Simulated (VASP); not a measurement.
# SnTe (Fm-3m) in VASP: further runs, part 2 of 2

VASP 6.6.1.

### 5 Single point, PBE

This run uses another cell than the first one, of 32.44 Å³/atom.

The input, INCAR:

```
PREC = Accurate
ENCUT = 520
EDIFF = 1E-7
ISMEAR = -1
SIGMA = 0.02
LREAL = F
LASPH = T
NELM = 80
ALGO = Normal
ISIF = 2
LWAVE = F
LCHARG = F
GGA = PE
NBANDS = 17
```

The input, KPOINTS:

```
Automatic mesh
0
Gamma
  8 8 8
```

The input, POSCAR:

```
SnTe
1.0
    0.0000000000      3.1893545680      3.1893545680
    3.1893545680      0.0000000000      3.1893545680
    3.1893545680      3.1893545680      0.0000000000
Sn Te
1 1
Direct
    0.0000000000      0.0000000000      0.0000000000
    0.5000000000      0.5000000000      0.5000000000
```

Potentials or basis: VASP PAW PBE potentials, release 64 (Sn_d, Te).

On the command line:

```bash
$ cat potpaw_PBE.64/Sn_d/POTCAR potpaw_PBE.64/Te/POTCAR > POTCAR
$ mpirun -np 1 vasp_std > vasp.out
```

OUTCAR:

```text
PREC = Accurate
   ENCUT = 520
   EDIFF = 1E-7
   ISMEAR = -1
   LREAL = F
   LASPH = T
   NELM = 80
   ISIF = 2
   GGA = PE

 ion  position               nearest neighbor table
   1  0.000  0.000  0.000-   2 3.19   2 3.19   2 3.19   2 3.19   2 3.19   2 3.19
   2  0.500  0.500  0.500-   1 3.19   1 3.19   1 3.19   1 3.19   1 3.19   1 3.19

  LATTYP: Found a face centered cubic cell.
 ALAT       =     6.3787091360

  Lattice vectors:

 A1 = (   0.0000000000,   3.1893545680,   3.1893545680)
[... 190 lines left out ...]
      5     -15.3819      2.00000
      6      -6.0293      2.00000
[... 457 lines left out ...]
      4     -15.3775      2.00000
      5     -15.3748      2.00000
      6      -4.6731      2.00000
[... 9 lines left out ...]
     16      15.8378      0.00000
     17      15.9333      0.00000

 [... further k-points ...]
[... 5 lines left out ...]
  --------------------------------------------------------------------------------------
  -------------------------------------------------------------------------------------
  Total        0.2465082      0.2465082      0.2465082      0.0000000      0.0000000     -0.0000000
  in kB        6.0870038      6.0870038      6.0870038      0.0000000      0.0000000     -0.0000000
  external PRESSURE =       6.0870038 kB  Pullay stress =       0.0000000 kB

 VOLUME and BASIS-vectors are now :
 -----------------------------------------------------------------------------
  energy-cutoff  :      520.00
  volume of cell :       64.88
      direct lattice vectors                 reciprocal lattice vectors
     0.000000000  3.189354568  3.189354568    -0.156771531  0.156771531  0.156771531
     3.189354568  0.000000000  3.189354568     0.156771531 -0.156771531  0.156771531
     3.189354568  3.189354568  0.000000000     0.156771531  0.156771531 -0.156771531

 POSITION                                       TOTAL-FORCE (eV/Angst)
 -----------------------------------------------------------------------------------
      0.00000      0.00000      0.00000        -0.000000      0.000000      0.000000
      3.18935      3.18935      3.18935         0.000000     -0.000000     -0.000000
 -----------------------------------------------------------------------------------
    total drift:                               -0.000000      0.000000      0.000000

  FREE ENERGIE OF THE ION-ELECTRON SYSTEM (eV)
  ---------------------------------------------------
  free  energy   TOTEN  =        -7.5619112103 eV

  energy  without entropy=       -7.5614829601  energy(sigma->0) =       -7.56169709
```

OSZICAR:

```text
N       E                     dE             d eps       ncg     rms          rms(c)
DAV:   1     0.125129634812E+03    0.12513E+03   -0.93979E+03   988   0.135E+03
DAV:   2     0.457395513181E+01   -0.12056E+03   -0.11784E+03  1018   0.330E+02
DAV:   3    -0.726128835173E+01   -0.11835E+02   -0.11748E+02  1237   0.907E+01
DAV:   4    -0.761007390491E+01   -0.34879E+00   -0.34850E+00  1179   0.161E+01
DAV:   5    -0.762360824718E+01   -0.13534E-01   -0.13534E-01  1420   0.316E+00    0.422E+00
DAV:   6    -0.756001567862E+01    0.63593E-01   -0.14971E-01  1274   0.246E+00    0.268E+00
DAV:   7    -0.756117295132E+01   -0.11573E-02   -0.55393E-02  1202   0.110E+00    0.863E-01
DAV:   8    -0.756179630866E+01   -0.62336E-03   -0.71482E-03  1253   0.665E-01    0.172E-01
DAV:   9    -0.756190438650E+01   -0.10808E-03   -0.70748E-04  1362   0.240E-01    0.391E-02
DAV:  10    -0.756190487015E+01   -0.48365E-06   -0.11569E-04  1278   0.852E-02    0.204E-02
DAV:  11    -0.756191234366E+01   -0.74735E-05   -0.43946E-05  1187   0.479E-02    0.279E-02
DAV:  12    -0.756191199705E+01    0.34662E-06   -0.26884E-06  1177   0.940E-03    0.160E-02
DAV:  13    -0.756191144361E+01    0.55343E-06   -0.28666E-07  1162   0.348E-03    0.815E-03
DAV:  14    -0.756191121694E+01    0.22667E-06   -0.78413E-07  1271   0.800E-03    0.965E-04
DAV:  15    -0.756191121030E+01    0.66439E-08   -0.66127E-08   593   0.127E-03
   1 F= -.75619112E+01 E0= -.75616971E+01  d E =-.428250E-03
```

Wall time 70 s (1 thread of Intel Xeon 8259CL, shared host); peak memory 0.21 GiB.

What came out:

```
Free energy            : -7.5619 eV
Pressure               : 0.6 GPa
Band gap on the k mesh : 0.01 eV
```

Caveat: semilocal functionals underestimate gaps, and a narrow one can read as zero; spin-orbit coupling is left out, which moves the levels of the heavy elements.

### 6 Single point, LDA

This run uses another cell than the first one, of 32.44 Å³/atom.

The input, INCAR:

```
PREC     = Accurate       # precision mode
ENCUT    = 520            # plane-wave cutoff, eV
EDIFF    = 1E-6           # SCF threshold, eV
ISMEAR   = -1             # smearing method
SIGMA    = 0.02           # smearing width, eV
LREAL    = F              # projectors in reciprocal space
LASPH    = T              # aspherical terms in the spheres
NELM     = 60             # most SCF steps
ALGO     = Normal         # electronic algorithm
ISIF     = 2              # what is computed and relaxed
LWAVE    = F              # write WAVECAR
LCHARG   = F              # write CHGCAR
GGA      = CA             # functional
NBANDS   = 17             # bands
```

The input, KPOINTS:

```
regular mesh
0
Gamma
  8 8 8
```

POSCAR is that of step 5.

Potentials or basis: VASP PAW LDA potentials, release 64 (Sn_d, Te).

On the command line:

```bash
$ cat potpaw_LDA.64/Sn_d/POTCAR potpaw_LDA.64/Te/POTCAR > POTCAR
$ mpirun -np 1 vasp_std > vasp.out
```

It took 50 s on 1 thread of Intel Xeon 8259CL, shared host; peak memory 0.19 GiB.

The run converged. Its results:

```
Free energy            : -8.7915 eV
Pressure               : -2.9 GPa
Band gap on the k mesh : 0.02 eV
```

Levels at points of the mesh, in eV from the valence-band top:
| k point | band 6 | band 7 | band 8 | band 9 | band 10 | band 11 | band 12 | band 13 | band 14 | band 15 |
| --- | --- | --- | --- | --- | --- | --- | --- | --- | --- | --- |
| (0.00, 0.00, 0.00) | -12.52 | -4.90 | -1.99 | -1.99 | -1.99 | 3.24 | 3.24 | 3.24 | 4.87 | 4.87 |
| (0.50, 0.00, 0.00) | -11.33 | -8.16 | -1.65 | -1.65 | 0.00 | 0.02 | 0.42 | 0.42 | 7.67 | 8.60 |
| (0.50, 0.50, 0.00) | -11.07 | -6.49 | -5.28 | -3.52 | -3.52 | 2.34 | 4.71 | 4.71 | 6.06 | 8.98 |

Caveat: semilocal functionals underestimate gaps, and a narrow one can read as zero; spin-orbit coupling is left out, which moves the levels of the heavy elements.

### 7 The runs side by side

```tsv
level	potentials or basis	cell	k mesh	gap on the mesh (eV)	pressure (GPa)
LDA	VASP PAW LDA potentials, release 64 (Sn_d, Te)	a = 4.408 Å, angles 60.0°, 2 atoms	6 × 6 × 6	0.21	0.0
PBEsol	VASP PAW PBE potentials, release 64 (Sn_d, Te)	a = 4.445 Å, angles 60.0°, 2 atoms	6 × 6 × 6	0.16	0.0
PBE	VASP PAW PBE potentials, release 64 (Sn_d, Te)	a = 4.536 Å, angles 60.0°, 2 atoms	6 × 6 × 6	0.06	-0.1
PBE	VASP PAW PBE potentials, release 64 (Sn_d, Te)	a = 4.510 Å, angles 60.0°, 2 atoms	8 × 8 × 8	0.01	0.6
LDA	VASP PAW LDA potentials, release 64 (Sn_d, Te)	a = 4.510 Å, angles 60.0°, 2 atoms	8 × 8 × 8	0.02	-2.9
```

Alike in all rows: task single point; no spin polarisation; cutoff (eV) 520; smearing fermi-dirac 0.02 eV.

Caveats: semilocal functionals underestimate gaps, and a narrow one can read as zero; spin-orbit coupling is left out, which moves the levels of the heavy elements; the PAW data sets were made with another functional, which shifts forces and pressure a little (at least some runs).

Absolute energies hang on the potentials; compare differences alone.

### 8 How close it comes

Step 2. Against the measured gap of SnTe, 0.18 eV (direct; 300 K; a printed reference work, textbook), the calculated 0.21 eV is off by +0.03 eV. Spin-orbit coupling on Sn, Te is left out. The value is that of LDA on a finite k mesh, which can miss the band edges, without temperature or zero-point motion.

Step 3. Against the measured gap of SnTe, 0.18 eV (direct; 300 K; a printed reference work, textbook), the calculated 0.16 eV is off by -0.02 eV. Spin-orbit coupling on Sn, Te is left out. The value is that of PBEsol on a finite k mesh, which can miss the band edges, without temperature or zero-point motion. Semilocal functionals fall short of measured gaps as a rule.

Step 4. A measured gap of SnTe is 0.18 eV (direct; 300 K; a printed reference work, textbook); the calculated 0.06 eV misses it by -0.12 eV. Spin-orbit coupling on Sn, Te is left out. The value is that of PBE on a finite k mesh, which can miss the band edges, without temperature or zero-point motion. Semilocal functionals fall short of measured gaps as a rule.

Step 5. Against the measured gap of SnTe, 0.18 eV (direct; 300 K; a printed reference work, textbook), the calculated 0.01 eV is off by -0.17 eV. Spin-orbit coupling on Sn, Te is left out. The value is that of PBE on a finite k mesh, which can miss the band edges, without temperature or zero-point motion. Semilocal functionals fall short of measured gaps as a rule.
